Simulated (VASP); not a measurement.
# GaN in VASP: one cell, several levels of theory, part 2 of 2

VASP 6.6.1, plane waves, PAW.

### 3 r2SCAN at this geometry

File INCAR:

```
ENCUT = 520.000000
SIGMA = 0.010000
EDIFF = 1.00e-07
ALGO = Normal
METAGGA = R2SCAN
PREC = Accurate
IBRION = -1
ISIF = 2
ISMEAR = 0
NBANDS = 26
NELM = 120
NSW = 0
LASPH = .TRUE.
LCHARG = .FALSE.
LWAVE = .FALSE.
LREAL = .FALSE.
```

File KPOINTS:

```
KPOINTS created by Atomic Simulation Environment
0
Gamma
12 12 6
0 0 0
```

File KPOINTS_OPT:

```
special points
6
Reciprocal
0.0000000000 0.0000000000 0.0000000000 1
0.5000000000 0.0000000000 0.0000000000 1
0.3333333333 0.3333333333 0.0000000000 1
0.0000000000 0.0000000000 0.5000000000 1
0.5000000000 0.0000000000 0.5000000000 1
0.3333333333 0.3333333333 0.5000000000 1
```

File POSCAR:

```
Ga N
 1.0000000000000000
     3.0558234010817764   -0.0000000000288674    0.0000000000000000
    -1.5279117005158882    2.6464206948302160    0.0000000000000000
     0.0000000000000000    0.0000000000000000    4.9762802200999996
 Ga  N
   2   2
Cartesian
  0.0000000000166667  1.7642804632105213 -0.0036375137309580
  1.5279117005492209  0.8821402315908270  2.4845025963190421
  0.0000000000166667  1.7642804632105213  1.8697425962684582
  1.5279117005492209  0.8821402315908270  4.3578827063184589
```

The run is started by

```bash
mpirun -np 1 vasp_std
```

Printed to the terminal (iteration lines stand in OSZICAR):

```text
POSCAR found type information on POSCAR GaN
 POSCAR found :  2 types and       4 ions
 -----------------------------------------------------------------------------
|                                                                             |
|                                                                             |
|     You enforced a specific xc type in the INCAR file but a different       |
|     I HOPE YOU KNOW WHAT YOU ARE DOING!                                     |
|                                                                             |
 -----------------------------------------------------------------------------

 LDA part: xc-table for (None), standard interpolation
 POSCAR, INCAR and KPOINTS ok, starting setup
 FFT: planning ... GRIDC
 FFT: planning ... GRID_SOFT
 FFT: planning ... GRID
 WAVECAR not read
 entering main loop
 Start KPOINTS_OPT (optional k-point list driver)
k-point batch [1-6\6]
```

OSZICAR:

```text
N       E                     dE             d eps       ncg     rms          rms(c)
DAV:   1     0.259585866597E+03    0.25959E+03   -0.18143E+04  4462   0.276E+03
DAV:   2    -0.188188628925E+02   -0.27840E+03   -0.26286E+03  4272   0.508E+02
DAV:   3    -0.523851707474E+02   -0.33566E+02   -0.33128E+02  4556   0.146E+02
DAV:   4    -0.534487092868E+02   -0.10635E+01   -0.10595E+01  4766   0.275E+01
DAV:   5    -0.534685590584E+02   -0.19850E-01   -0.19835E-01  4890   0.361E+00    0.109E+01
DAV:   6    -0.431050860991E+02    0.10363E+02   -0.73284E+00  6560   0.555E+01    0.332E+00
DAV:   7    -0.432929681055E+02   -0.18788E+00   -0.23357E+00  4290   0.109E+01    0.283E+00
DAV:   8    -0.433111263650E+02   -0.18158E-01   -0.71771E-02  5508   0.557E+00    0.112E+00
DAV:   9    -0.433122030077E+02   -0.10766E-02   -0.26575E-02  5266   0.195E+00    0.154E-01
DAV:  10    -0.433122517224E+02   -0.48715E-04   -0.24270E-03  6040   0.575E-01    0.626E-02
DAV:  11    -0.433123197106E+02   -0.67988E-04   -0.30339E-04  4350   0.163E-01    0.192E-02
DAV:  12    -0.433123302089E+02   -0.10498E-04   -0.36499E-05  4512   0.126E-01    0.609E-03
DAV:  13    -0.433123297353E+02    0.47357E-06   -0.56262E-06  5376   0.268E-02    0.449E-03
DAV:  14    -0.433123296302E+02    0.10514E-06   -0.80237E-07  4482   0.933E-03    0.616E-04
DAV:  15    -0.433123295683E+02    0.61926E-07   -0.91477E-08  2484   0.307E-03
   1 F= -.43312330E+02 E0= -.43312330E+02  d E =-.991740E-34
       N       E                     dE             ncg
DAV:   1     0.461811008815E+04   -0.57987E+04      360
DAV:   2     0.303881372725E+04   -0.15793E+04      336
DAV:   3     0.284709184229E+04   -0.19172E+03      374
DAV:   4     0.284213550092E+04   -0.49563E+01      352
DAV:   5     0.284204447120E+04   -0.91030E-01      374
DAV:   6     0.284204054151E+04   -0.39297E-02      416
DAV:   7     0.284204043284E+04   -0.10866E-03      422
DAV:   8     0.284204043105E+04   -0.17975E-05      414
DAV:   9     0.284204043093E+04   -0.11944E-06      278
DAV:  10     0.284204043092E+04   -0.29995E-08      214
```

Parts of OUTCAR:

```text
k-points           NKPTS =     76   k-points in BZ     NKDIM =     76   number of bands    NBANDS=     26

   NELECT =      36.0000    total number of electrons

   dimension x,y,z NGX =    24 NGY =   24 NGZ =   40
   dimension x,y,z NGXF=    48 NGYF=   48 NGZF=   80

  energy-cutoff  :      520.00
  volume of cell :       40.24
      direct lattice vectors                 reciprocal lattice vectors
     3.055823401 -0.000000000  0.000000000     0.327244042  0.188934435  0.000000000
    -1.527911701  2.646420695  0.000000000     0.000000000  0.377868871  0.000000000
     0.000000000  0.000000000  4.976280220     0.000000000  0.000000000  0.200953314

 k-points in reciprocal lattice and weights: KPOINTS created by Atomic Simulation Env
   0.00000000  0.00000000  0.00000000       0.001
   0.08333333  0.00000000  0.00000000       0.007
   0.16666667  0.00000000  0.00000000       0.007
   0.25000000  0.00000000  0.00000000       0.007
   0.33333333  0.00000000  0.00000000       0.007
   0.41666667  0.00000000  0.00000000       0.007
   0.50000000  0.00000000  0.00000000       0.003
   0.08333333  0.08333333  0.00000000       0.007
[... 68 more k-points ...]

 E-fermi :   6.6170

 k-point     1 :       0.0000    0.0000    0.0000
  band No.  band energies     occupation
      1     -11.4303      2.00000
      2     -10.0473      2.00000
      3      -7.4569      2.00000
      4      -7.4361      2.00000
      5      -7.4360      2.00000
      6      -7.3375      2.00000
      7      -7.3374      2.00000
      8      -7.0201      2.00000
      9      -7.0201      2.00000
     10      -6.8807      2.00000
     11      -6.8807      2.00000
     12      -5.7357      2.00000
     13      -1.5620      2.00000
     14       5.2977      2.00000
     15       5.2977      2.00000
     16       6.4776      2.00000
     17       6.5351      2.00000
     18       6.5351      2.00000
     19       9.7242      0.00000
     20      12.1990      0.00000
     21      17.2432      0.00000
     22      17.8681      0.00000
     23      17.8681      0.00000
     24      18.8538      0.00000
     25      19.9816      0.00000
     26      19.9816      0.00000

 k-point     2 :       0.0833    0.0000    0.0000
  band No.  band energies     occupation
      1     -11.3447      2.00000
      2     -10.0179      2.00000
      3      -7.4496      2.00000
      4      -7.4211      2.00000
      5      -7.4146      2.00000
      6      -7.3268      2.00000
      7      -7.3171      2.00000
      8      -7.0292      2.00000
      9      -7.0215      2.00000
     10      -6.9013      2.00000
     11      -6.8782      2.00000
     12      -5.6820      2.00000
     13      -1.4456      2.00000
     14       4.7428      2.00000
     15       5.1210      2.00000
     16       5.9620      2.00000
     17       6.3959      2.00000
     18       6.4616      2.00000
     19      10.2329      0.00000
     20      12.6574      0.00000
     21      16.9529      0.00000
     22      17.3367      0.00000
     23      18.0955      0.00000
     24      18.9987      0.00000
     25      19.5982      0.00000
     26      20.1729      0.00000

 k-point     3 :       0.1667    0.0000    0.0000
  band No.  band energies     occupation
      1     -11.1053      2.00000
      2      -9.9428      2.00000
      3      -7.4173      2.00000
      4      -7.3842      2.00000
      5      -7.3584      2.00000
      6      -7.2856      2.00000
      7      -7.2611      2.00000
      8      -7.0539      2.00000
      9      -7.0193      2.00000
     10      -6.9441      2.00000
     11      -6.8719      2.00000
     12      -5.5360      2.00000
     13      -1.1056      2.00000
     14       3.4430      2.00000
     15       4.6809      2.00000
     16       4.8036      2.00000
     17       6.1369      2.00000
     18       6.2466      2.00000
     19      11.1840      0.00000
     20      13.5407      0.00000
     21      15.9148      0.00000
     22      16.7859      0.00000
     23      18.5910      0.00000
     24      18.6046      0.00000
     25      19.6357      0.00000
     26      20.5845      0.00000

 k-point     4 :       0.2500    0.0000    0.0000
  band No.  band energies     occupation
      1     -10.7670      2.00000
      2      -9.8543      2.00000
      3      -7.3793      2.00000
      4      -7.3456      2.00000
      5      -7.2754      2.00000
      6      -7.1842      2.00000
      7      -7.1712      2.00000
      8      -7.0809      2.00000
      9      -7.0000      2.00000
     10      -6.9668      2.00000
     11      -6.8637      2.00000
     12      -5.3324      2.00000
     13      -0.5834      2.00000
     14       1.9567      2.00000
     15       3.5133      2.00000
     16       4.1476      2.00000
     17       5.6782      2.00000
     18       5.9410      2.00000
     19      12.0517      0.00000
     20      13.8376      0.00000
     21      14.9737      0.00000
     22      16.4720      0.00000
     23      18.3855      0.00000
     24      18.8027      0.00000
     25      19.4272      0.00000
     26      21.1523      0.00000

 k-point     5 :       0.3333    0.0000    0.0000
  band No.  band energies     occupation
      1     -10.4215      2.00000
      2      -9.7851      2.00000
      3      -7.3622      2.00000
      4      -7.3232      2.00000
      5      -7.2142      2.00000
      6      -7.1089      2.00000
      7      -7.0923      2.00000
      8      -7.0560      2.00000
      9      -6.9587      2.00000
     10      -6.8540      2.00000
     11      -6.7774      2.00000
     12      -5.1478      2.00000
     13      -0.1085      2.00000
     14       0.8181      2.00000
     15       2.2911      2.00000
     16       3.6659      2.00000
     17       5.0250      2.00000
     18       5.6357      2.00000
     19      12.5121      0.00000
     20      13.6142      0.00000
     21      14.1181      0.00000
     22      16.5849      0.00000
     23      18.5722      0.00000
     24      18.5877      0.00000
     25      19.6097      0.00000
     26      21.8986      0.00000

 k-point     6 :       0.4167    0.0000    0.0000
  band No.  band energies     occupation
      1     -10.1687      2.00000
      2      -9.7513      2.00000
      3      -7.3643      2.00000
      4      -7.3164      2.00000
      5      -7.1778      2.00000
      6      -7.1014      2.00000
      7      -7.0571      2.00000
      8      -7.0293      2.00000
      9      -6.9144      2.00000
     10      -6.8441      2.00000
     11      -6.2772      2.00000
     12      -5.1631      2.00000
     13      -0.4894      2.00000
     14       0.8418      2.00000
     15       1.5160      2.00000
     16       3.3365      2.00000
     17       4.2972      2.00000
     18       5.4153      2.00000
     19      12.5160      0.00000
     20      13.3657      0.00000
     21      13.7035      0.00000
     22      16.8285      0.00000
     23      18.3382      0.00000
     24      18.5866      0.00000
     25      20.3009      0.00000
     26      22.0626      0.00000

 k-point     7 :       0.5000    0.0000    0.0000
  band No.  band energies     occupation
      1     -10.0758      2.00000
      2      -9.7449      2.00000
      3      -7.3679      2.00000
      4      -7.3156      2.00000
      5      -7.1633      2.00000
      6      -7.1084      2.00000
      7      -7.0395      2.00000
      8      -7.0176      2.00000
      9      -6.8954      2.00000
     10      -6.8396      2.00000
     11      -5.8414      2.00000
     12      -5.3970      2.00000
     13      -0.7037      2.00000
     14       0.6510      2.00000
     15       1.6340      2.00000
     16       3.2200      2.00000
     17       3.9035      2.00000
     18       5.3355      2.00000
     19      12.4774      0.00000
     20      13.1481      0.00000
     21      13.6936      0.00000
     22      16.9828      0.00000
     23      18.2416      0.00000
     24      18.5819      0.00000
     25      20.5543      0.00000
     26      22.1135      0.00000

 k-point     8 :       0.0833    0.0833    0.0000
  band No.  band energies     occupation
      1     -11.1821      2.00000
      2      -9.9658      2.00000
      3      -7.4270      2.00000
      4      -7.3968      2.00000
      5      -7.3762      2.00000
      6      -7.3068      2.00000
      7      -7.2738      2.00000
      8      -7.0440      2.00000
      9      -7.0233      2.00000
     10      -6.9326      2.00000
     11      -6.8738      2.00000
     12      -5.5822      2.00000
     13      -1.2172      2.00000
     14       3.9235      2.00000
     15       4.5781      2.00000
     16       5.3194      2.00000
     17       6.2277      2.00000
     18       6.2511      2.00000
     19      10.9392      0.00000
     20      13.3673      0.00000
     21      16.4861      0.00000
     22      16.5089      0.00000
     23      18.6290      0.00000
     24      19.0355      0.00000
     25      19.0521      0.00000
     26      20.4610      0.00000

[... the tables of k-points 9 to 76 left out ...]

  Total        8.2437281      8.2437281      8.3070655     -0.0000000     -0.0000000      0.0000000
  in kB      328.2027947    328.2027947    330.7244124     -0.0000000     -0.0000000      0.0000000
  external PRESSURE =     329.0433339 kB  Pullay stress =       0.0000000 kB

 POSITION                                       TOTAL-FORCE (eV/Angst)
 -----------------------------------------------------------------------------------
      0.00000      1.76428      4.97264        -0.000000      0.000000      0.003990
      1.52791      0.88214      2.48450         0.000000     -0.000000      0.003990
      0.00000      1.76428      1.86974        -0.000000     -0.000000     -0.003990
      1.52791      0.88214      4.35788        -0.000000     -0.000000     -0.003990
 -----------------------------------------------------------------------------------
    total drift:                                0.000002      0.000003      0.007914

  FREE ENERGIE OF THE ION-ELECTRON SYSTEM (eV)
  ---------------------------------------------------
  free  energy   TOTEN  =       -43.3123295683 eV

  energy  without entropy=      -43.3123295683  energy(sigma->0) =      -43.31232957
```

Hardware: 1 MPI rank of Intel Xeon Platinum 8488C, shared host.

The levels at the points of KPOINTS_OPT are read from vasprun.xml.

Near the gap, in eV above the top of the last filled band v; c is the band after it:

| point | v−1 | v | c | c+1 |
| --- | --- | --- | --- | --- |
| Γ | 0.00 | 0.00 | 3.19 | 5.66 |
| M | -2.63 | -1.20 | 5.94 | 6.61 |
| K | -3.53 | -3.24 | 5.54 | 9.63 |
| A | -0.63 | -0.63 | 5.60 | 5.60 |
| L | -2.24 | -2.24 | 5.28 | 5.28 |
| H | -1.79 | -1.79 | 7.78 | 7.78 |

r2SCAN gives a direct gap of 3.19 eV at Γ. Pressure: 32.90 GPa; the forces vanish within 0.01 eV/Å.

### 4 Results

This closing draws on all 2 parts.

```
 level  gap (eV)  pressure (GPa)  Ansatz: gap (eV)  Ansatz: pressure (GPa)
   PBE      2.76           37.56              2.74                   37.80
r2SCAN      3.19           32.90              3.20                   31.32
```

**Reading.** The gap runs from 2.76 eV (PBE) to 3.19 eV (r2SCAN). The pressure is highest with PBE (37.6 GPa) and lowest with r2SCAN (32.9 GPa), which orders the cells that they would relax to. The two programs agree on the gap within 0.03 eV, far less than the spread between functionals. Each program uses its own PAW datasets and cutoff.
